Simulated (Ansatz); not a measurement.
## SnO2 (P4_2/mnm): the host for defect calculations

Before any defect goes in: SnO2 (P4_2/mnm) at rest, and how it screens a charge.

Program: Ansatz 0.2.0. Level of theory: plane-wave PAW DFT, PBEsol; relaxation of the host's cell and atoms; PAW set soft_1, in the first sound run; inputs show where later runs differ. Results are calculated unless marked as measured.

Most raw output is cut from this account.

## 1. The structure

The structure is tetragonal, space group P4_2/mnm (No. 136). Conventional cell: a = 4.765 Å, b = 4.765 Å, c = 3.207 Å, α = 90.00°, β = 90.00°, γ = 90.00°. Nearest to Sn lie 6 O at 2.06 to 2.07 Å. O has 3 Sn at 2.06 to 2.07 Å nearest. Farther neighbours and most contacts between anions are not listed.

## 2. Host cell relaxation

Cell and atoms are relaxed together, until forces and stress fall under their thresholds.

cell/input.yaml

```yaml
crystal:
  lattice:
    - [4.764818, 0.0, 0.0]
    - [0.0, 4.764818, 0.0]
    - [0.0, 0.0, 3.2074998]
  atoms:
    - { symbol: Sn, position: [0.5, 0.5, 0.5] }
    - { symbol: Sn, position: [0.0, 0.0, 0.0] }
    - { symbol: O, position: [0.1940277, 0.8059723, 0.5] }
    - { symbol: O, position: [0.8059723, 0.1940277, 0.5] }
    - { symbol: O, position: [0.3059723, 0.3059723, 0.0] }
    - { symbol: O, position: [0.6940277, 0.6940277, 0.0] }
basis:
  ecutwfc: 420
  xc_grid: 2
hamiltonian:
  xc: pbesol
  pseudopotentials: { kind: paw, azcp: { folder: soft_1 }, xc_functional: pbe }
kpoints:
  mp_grid: { grid: [6, 6, 9] }
scf:
  occupations: { method: fixed }
  max_iter: 100
relax:
  f_tol: 0.005
  max_steps: 60
  cell: {}
output:
  forces: true
  stress: true
checkpoint:
  write: "../cell.run"
  compress: false
  write_wavefunctions: false
  write_every: 100000
```

Command:

```console
ansatz run input.yaml --threads 32 --pin off --max-ram 84787MiB --backend cuda --events-out ev --progress --plain --runs-dir out --max-vram 78GiB
```

Wall time 2.4 s (1 × NVIDIA GB200 with 32 threads of Arm Neoverse V2, shared host); peak memory 1 GiB.

Step by step:

| step | energy less that of the first step (eV) | largest force component (eV/Å) | pressure (GPa) | volume (Å³) |
| --- | --- | --- | --- | --- |
| 1 | 0.0000 | 0.0259 | 0.51 | 72.82 |
| 2 | 0.0000 | 0.0056 | 0.02 | 72.99 |
| 3 | 0.0000 | 0.0046 | 0.00 | 73.01 |
| 4 | 0.0000 | 0.0027 | 0.00 | 73.01 |
| 5* | -0.0005 | 0.0027 | 0.01 | 73.01 |

Relaxation steps marked * repeat the geometry before them on a plane-wave basis chosen anew for their cell, so energy and pressure can jump there.

Forces are held to the 16 operations that the run works with; a distortion that breaks them can't arise in this run.

| conventional cell, symmetrised | before | after | change |
| --- | --- | --- | --- |
| a (Å) | 4.765 | 4.768 | +0.1 % |
| b (Å) | 4.765 | 4.768 | +0.1 % |
| c (Å) | 3.207 | 3.212 | +0.1 % |
| volume (Å³/atom) | 12.14 | 12.17 | +0.3 % |

The relaxed structure:

```xyz
6
Lattice="4.7678 0.0000 0.0000 0.0000 4.7678 0.0000 0.0000 0.0000 3.2119" Properties=species:S:1:pos:R:3 pbc="T T T"
Sn    2.3839    2.3839    1.6060
Sn    0.0000    0.0000    0.0000
O     0.9237    3.8441    1.6060
O     3.8441    0.9237    1.6060
O     1.4602    1.4602    0.0000
O     3.3076    3.3076    0.0000
```

Numbers from this step:

```
pressure : 0.01068 GPa
```

## 3. Dielectric tensors of the host

The response to a uniform electric field gives the electronic dielectric tensor.

This step: plane-wave PAW DFPT, PBEsol; dielectric tensors, Born charges and zone-centre modes of the host; PAW set soft_1 (Ansatz 0.2.0).

eps/input.yaml

```yaml
crystal:
  lattice:
    - [4.7678118222, 0.0, 0.0]
    - [0.0, 4.7678118222, 0.0]
    - [0.0, 0.0, 3.2119026566]
  atoms:
    - { symbol: Sn, position: [0.5, 0.5, 0.5] }
    - { symbol: Sn, position: [0.0, 0.0, 0.0] }
    - { symbol: O, position: [0.193727843, 0.806272157, 0.5] }
    - { symbol: O, position: [0.806272157, 0.193727843, 0.5] }
    - { symbol: O, position: [0.306272157, 0.306272157, 0.0] }
    - { symbol: O, position: [0.693727843, 0.693727843, 0.0] }
basis:
  ecutwfc: 420
hamiltonian:
  xc: pbesol
  pseudopotentials: { kind: paw, azcp: { folder: soft_1 }, xc_functional: pbe }
kpoints:
  mp_grid: { grid: [5, 5, 7] }
scf:
  occupations: { method: fixed }
  max_iter: 100
phonons:
  method: dfpt
  dielectric: true
  rigid_motions: translations
```

It took 9.2 s on 1 × NVIDIA GB200 with 32 threads; peak memory 1.9 GiB; 88 s of CPU time.

Electronic dielectric tensor:

```
4.60 0.00 0.00
0.00 4.60 0.00
0.00 0.00 4.91
```

Static dielectric tensor:

```
13.48  0.00  0.00
 0.00 13.48  0.00
 0.00  0.00 10.42
```

The principal values of the electronic dielectric tensor are 4.60, 4.60 and 4.91. The principal values of the static dielectric tensor are 10.42, 13.48 and 13.48.

## 4. Defect free supercell relaxed in its symmetry

This cell, the one that will hold the defects, is built from the relaxed host. Its coarser k-points can move the atoms a little, so it is relaxed from the symmetric sites, as the reference for the test of stability.

This step: plane-wave PAW DFT, PBEsol; relaxation of the defect-free supercell in its symmetry; PAW set soft_1 (Ansatz 0.2.0).

System of this step: SnO2 (P4_2/mnm). The cell holds 72 atoms: 24 Sn and 48 O. Cell: a = 9.536 Å, b = 9.536 Å, c = 9.636 Å, α = 90.0°, β = 90.0°, γ = 90.0°.

pristine.symmetric/input.yaml

```yaml
crystal:
  lattice:
    - [9.5356236445, 0.0, 0.0]
    - [0.0, 9.5356236445, 0.0]
    - [0.0, 0.0, 9.6357079698]
  atoms:
    - { symbol: Sn, position: [0.25, 0.25, 0.1666666667] }
    - { symbol: Sn, position: [0.0, 0.0, 0.0] }
    - { symbol: O, position: [0.0968639215, 0.4031360785, 0.1666666667] }
    - { symbol: O, position: [0.4031360785, 0.0968639215, 0.1666666667] }
    - { symbol: O, position: [0.1531360785, 0.1531360785, 0.0] }
    - { symbol: O, position: [0.3468639215, 0.3468639215, 0.0] }
    - { symbol: Sn, position: [0.25, 0.25, 0.5] }
    - { symbol: Sn, position: [0.0, 0.0, 0.3333333333] }
[... 60 atom lines left out ...]
    - { symbol: O, position: [0.5968639215, 0.9031360785, 0.8333333333] }
    - { symbol: O, position: [0.9031360785, 0.5968639215, 0.8333333333] }
    - { symbol: O, position: [0.6531360785, 0.6531360785, 0.6666666667] }
    - { symbol: O, position: [0.8468639215, 0.8468639215, 0.6666666667] }
basis:
  ecutwfc: 420
  xc_grid: 2
hamiltonian:
  xc: pbesol
  pseudopotentials: { kind: paw, azcp: { folder: soft_1 }, xc_functional: pbe }
kpoints:
  mp_grid: { grid: [1, 1, 1] }
scf:
  occupations: { method: fermi_dirac, width: 0.01 }
  max_iter: 100
  lower_state_search: "off"
output:
  forces: true
relax:
  f_tol: 0.015
  max_steps: 60
  escape_saddle: false
checkpoint:
  write: "../pristine.symmetric.run"
  compress: false
  write_wavefunctions: false
  write_every: 100000
```

Elapsed: 1.7 s, on 1 × NVIDIA GB200 with 32 threads; peak memory 1.2 GiB.

No atom moved by 0.005 Å in the relaxation.

## 5. Defect free supercell relaxed from displaced atoms

This step: plane-wave PAW DFT, PBEsol; relaxation of the defect-free supercell from random displacements, a test of the host's stability; PAW set soft_1 (Ansatz 0.2.0).

pristine.rattled/input.yaml, as its differences from pristine.symmetric/input.yaml of step 4:

```diff
@@ -94,6 +94,6 @@
   f_tol: 0.015
-  max_steps: 60
-  escape_saddle: false
+  max_steps: 120
+  random_displacement: { amplitude: 0.06, seed: 8499 }
 checkpoint:
-  write: "../pristine.symmetric.run"
+  write: "../pristine.rattled.run"
   compress: false
```

The job ended after 2.4 s (1 × NVIDIA GB200 with 32 threads; peak memory 1.2 GiB; 8.4 s of CPU time).

The steps of the relaxation:

| step | energy less that of the first step (eV) | largest force component (eV/Å) |
| --- | --- | --- |
| 1 | 0.0000 | 3.1783 |
| 2 | -1.9404 | 1.1520 |
| 3 | -2.3631 | 0.0130 |
| 4 | -2.3631 | 0.0125 |

The relaxation ends 33 meV an atom lower than the displaced start, with a largest force component of 0.013 eV/Å.

## 6. Host on a dense mesh

This step: plane-wave PAW DFT, PBEsol; single point of the defect-free host, a test of the k-point sampling; PAW set soft_1 (Ansatz 0.2.0).

System of this step: SnO2 (P4_2/mnm). Symmetry: P4_2/mnm, No. 136, tetragonal system. The conventional cell has a = 4.768 Å, b = 4.768 Å, c = 3.212 Å, α = 90.00°, β = 90.00°, γ = 90.00°. Nearest to Sn lie 6 O at 2.07 Å. O has 3 Sn at 2.07 Å nearest. Farther neighbours and most contacts between anions are not listed.

dense/input.yaml, as its differences from eps/input.yaml of step 3:

```diff
@@ -14,2 +14,3 @@
   ecutwfc: 420
+  xc_grid: 2
 hamiltonian:
@@ -18,9 +19,11 @@
 kpoints:
-  mp_grid: { grid: [5, 5, 7] }
+  mp_grid: { grid: [6, 6, 9] }
 scf:
-  occupations: { method: fixed }
+  occupations: { method: fermi_dirac, width: 0.01 }
   max_iter: 100
-phonons:
-  method: dfpt
-  dielectric: true
-  rigid_motions: translations
+  lower_state_search: "off"
+checkpoint:
+  write: "../dense.run"
+  compress: false
+  write_wavefunctions: false
+  write_every: 100000
```

It took 0.95 s on 1 × NVIDIA GB200 with 32 threads; peak memory 1.1 GiB; 2.5 s of CPU time.

## 7. Defect free supercell at the zone centre

The supercell is run at the zone centre, to see how far that sampling misses the dense mesh.

System of this step: SnO2 (P4_2/mnm). The cell holds 72 atoms: 24 Sn and 48 O. Cell: a = 9.536 Å, b = 9.536 Å, c = 9.636 Å, α = 90.0°, β = 90.0°, γ = 90.0°.

pristine.sampling_gamma/input.yaml, as its differences from pristine.rattled/input.yaml of step 5:

```diff
@@ -90,10 +90,4 @@
   lower_state_search: "off"
-output:
-  forces: true
-relax:
-  f_tol: 0.015
-  max_steps: 120
-  random_displacement: { amplitude: 0.06, seed: 8499 }
 checkpoint:
-  write: "../pristine.rattled.run"
+  write: "../pristine.sampling_gamma.run"
   compress: false
```

Run time: 1.2 s. Hardware: 1 × NVIDIA GB200 with 32 threads; peak memory 1.1 GiB; 2.7 s of CPU time.

## 8. Defect free supercell at the quarter point

The supercell is run at one point off the zone centre, to see how far that sampling misses the dense mesh.

pristine.sampling_quarter/input.yaml, as its differences from pristine.sampling_gamma/input.yaml of step 7:

```diff
@@ -85,3 +85,3 @@
 kpoints:
-  mp_grid: { grid: [1, 1, 1] }
+  mp_grid: { grid: [1, 1, 1], shift: [0.25, 0.25, 0.25] }
 scf:
@@ -91,3 +91,3 @@
 checkpoint:
-  write: "../pristine.sampling_gamma.run"
+  write: "../pristine.sampling_quarter.run"
   compress: false
```

Run time: 1.2 s. Hardware: 1 × NVIDIA GB200 with 32 threads; peak memory 1.2 GiB.

## 9. Summary of results

| Property | Result |
| --- | --- |
| primitive cell vectors, lengths | 4.768, 4.768, 3.212 Å |
| electronic dielectric constant | principal values (4.60, 4.60, 4.91) |
| static dielectric constant | principal values (10.42, 13.48, 13.48) |
| gap on the k-mesh of the response run (PBEsol) | 0.92 eV |
| supercell relaxed in its symmetry less the displaced and relaxed one | 0.000 eV |
| energy an atom at the zone centre alone less that on the dense mesh | 0.017 eV |
| energy an atom at one point at (¼, ¼, ¼) less that on the dense mesh | 0.000 eV |

In words: Step 5: The energy fell by 2.363 eV from the randomly displaced start; the atoms end within 0.005 Å of the sites as typed, once the mean shift is taken out. The displaced cell ends within 0.01 eV of the symmetric one relaxed in its symmetry, so no lower structure shows in this supercell. The k-mesh can miss the band edges, so this gap is an upper bound at this level. All at zero temperature.

[Logs are printed without paths, hosts, clocks, repeated set-up lines and the standing remarks that a program may print on its own settings, such as how far it seeks lower states.]

[Hosts, paths, dates, database ids (printed as entryN), source tags and the programs' standing remarks are cut or masked in the printed files.]

[Runs of the host that timed out are not shown.]

[For some hosts the program warned that the k-mesh of the response run may be too coarse for force constants and the static dielectric constant; such warnings are not always shown.]

[The program warned that the k-mesh of a response run behind this text may be too coarse: force constants, and the static dielectric constant and all else formed from them, are not shown converged.]
